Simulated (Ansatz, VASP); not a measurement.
# One calculation of ZnS, two programs

File INCAR:

```
SYSTEM = ZnS
ALGO = Normal
EDIFF = 1E-8
ENCUT = 520
GGA = PE
ISIF = 2
ISMEAR = -1
LASPH = .True.
LCHARG = .False.
LEFG = .True.
LREAL = .False.
LWAVE = .False.
NBANDS = 16
NELM = 100
PREC = Accurate
SIGMA = 0.01
```

KPOINTS

```
k-points
0
Gamma
  8 8 8
  0 0 0
```

POSCAR

```
ZnS
1.0
    0.0000000000      2.7046500000      2.7857895000
    2.7046500000      0.0000000000      2.7857895000
    2.7046500000      2.7046500000      0.0000000000
Zn S
1 1
Direct
    0.0000000000      0.0000000000      0.0000000000
    0.7500000000      0.7500000000      0.7500000000
```

Input for Ansatz:

```yaml
crystal:
  lattice:
    - [0.0, 2.70465, 2.7857895]
    - [2.70465, 0.0, 2.7857895]
    - [2.70465, 2.70465, 0.0]
  atoms:
    - { symbol: Zn, position: [0.0, 0.0, 0.0] }
    - { symbol: S, position: [0.75, 0.75, 0.75] }
kpoints:
  mp_grid: { grid: [8, 8, 8] }
scf:
  occupations: { method: fermi_dirac, width: 0.01 }
hamiltonian:
  xc: pbe
  pseudopotentials: { kind: all_electron, datasets: crystal }
output:
  forces: true
  stress: true
  eigenvalues: true
  efg: { contact_densities: true }
```

Change from the starting cell: zz strain of +3 %, crystal datasets.

Alike in both runs: task electric field gradients; functional PBE; k mesh 8 × 8 × 8; occupations fermi-dirac, width 0.01 eV; no spin polarisation.

```csv
,VASP,Ansatz
version,VASP 6.6.1,Ansatz 0.2.0
potentials or method,"VASP PAW PBE potentials, release 64 (Zn, S)","all-electron PAW with datasets made for the crystal, scalar-relativistic"
plane-wave cutoff (eV),520,see its input
```

```csv
,VASP,Ansatz,Ansatz less VASP
gap on the k mesh at the Fermi level (eV),1.93,1.93,-0.001
pressure (GPa),-0.6,-0.7,-0.14
largest component of the traceless stress (GPa),0.85,0.86,+0.005
Vzz of the field gradient on the site that differs most (V/Å²),-5.0,-5.4,-0.38
```

Ansatz ran all-electron here, so the differences hold the error of VASP's frozen core and of both bases.
